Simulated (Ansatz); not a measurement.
**In₂O₃: Core-level photoemission**

Cell: a structure deposited in the COD, its atoms then relaxed with PBE in this cell, repeated to a supercell; a hole's nearest image is 8.0 Å away.

Space group R-3c:H (No. 167); a = 5.4870, c = 14.5100 Å, γ = 120.00°.

```
site  Wyckoff  site symmetry       x       y       z
 In1      12c             3.  0.0000  0.0000  0.3579
 O17      18e             .2  0.9626  0.3333  0.5833
```

One atom of each set is listed; the run and its k-mesh use a cell of 40 atoms with edges of 7.97, 7.97, 7.97 Å.

Method: Kohn–Sham DFT in Ansatz, PBE, plane waves and PAW, scalar-relativistic, 420 eV cutoff, Γ-centred 3×3×3 k-points, fixed occupations.

Each value is a total-energy difference between the cell with one core hole and the ground state (ΔSCF), counted from the top of the valence band. The valence electrons get no spin in the cell with the hole, so they can't polarise against the unpaired core electron; that puts absolute values high, by some tenths of an eV and in some cases by about 1 eV. The periodic images are corrected with the calculated ε∞ = 4.95, 4.95, 4.73.

**Question.** Give the In 3d, O 1s lines of each distinct site.

**Answer.** 

| line | atom | first shell | E_B (eV) | j = l + ½ / j = l − ½ (eV) |
| --- | --- | --- | --- | --- |
| In 3d | 1 | 6 O at 2.12–2.26 Å | 441.7 | 438.6 / 446.2 |
| O 1s | 17 | 4 In at 2.12–2.26 Å | 527.2 | – |

For p, d and f shells E_B is the weighted mean of the two lines, whose splitting comes from the free atom's Dirac orbitals.

Absolute PBE values can be off by an eV or more, and the 3d and 4f lines of heavy atoms by several eV. Multiplets, satellites and widths aren't calculated.

The cell isn't at the calculated equilibrium (pressure 8 GPa in the ground-state run).
